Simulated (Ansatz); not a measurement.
**Si2W: enthalpy under pressure, worked through**

Theory: DFT PBE, scalar-relativistic, plane waves, PAW in Ansatz. (420 eV cutoff, 18×18×18 k-mesh, Gaussian smearing of 0.10 eV, no spin polarisation)

Starting point, cell and atoms relaxed:

```
CELL_PARAMETERS angstrom
-1.61450 1.61450 3.93341
1.61450 -1.61450 3.93341
1.61450 1.61450 -3.93341
ATOMIC_POSITIONS crystal
Si 0.33457 0.33457 0.00000
Si 0.66543 0.66543 0.00000
W 0.00000 0.00000 0.00000
```

Cell and atoms were relaxed at each target pressure within the start's symmetry (I4/mmm), at zero temperature; other phases can be more stable under pressure. H = E + PV with P the target; E is the free energy at the smearing used, whose derivative the pressure is, per atom and counted from zero pressure. The mesh named is that at zero pressure; some other pressures ran on another.

Spin–orbit coupling is left out, which can shift energies with elements as heavy as these.

| P (GPa) | V (Å³/atom) | E − E0 (meV) | H − H0 (meV) |
| --- | --- | --- | --- |
| 0 | 13.670 | 0.0 | 0.0 |
| 1 | 13.610 | 0.2 | 85.1 |
| 4 | 13.433 | 2.9 | 338.3 |
| 12 | 13.013 | 23.5 | 998.2 |
| 25 | 12.449 | 87.8 | 2030.2 |
| 50 | 11.626 | 276.8 | 3905.2 |
| 90 | 10.701 | 674.3 | 6685.2 |

Task: Thermodynamics gives dH/dP = V along a relaxed path. Integrate V over P by the trapezoid rule and compare with the computed enthalpies.

Result: With 1 eV/Å³ = 160.22 GPa, each step adds the mean volume times ΔP / 160.22:
```csv
P (GPa),∫V dP (meV),H − H0 (meV),difference (meV)
1,85.1,85.1,0.0
4,338.3,338.3,0.0
12,998.6,998.2,0.4
25,2031.5,2030.2,1.3
50,3909.8,3905.2,4.7
90,6696.9,6685.2,11.8
```

V(P) curves upward, so the trapezoid rule runs high; integrating a smooth curve through the same points puts that excess at about 11.7 meV at 90 GPa, against the 11.8 meV found.

Task: At 90 GPa, how much of the enthalpy change is stored energy and how much is the PV term?

Result: E rises by 674 meV/atom and PV is 90 × 10.701 / 160.22 = 6011 meV/atom, so PV makes 90 % of ΔH. So between rival structures at high pressure a small difference in volume can outweigh the difference in energy: 1 % of this volume is worth 60.1 meV/atom at this pressure.

Task: What bulk modulus do the lowest pressures give?

Result: From the pressures that the runs reached, -1.01 GPa (13.736 Å³) and 1.00 GPa (13.610 Å³), B = −ΔP/Δln V = 2.01 / 0.0093 = 217 GPa, a mean over that range.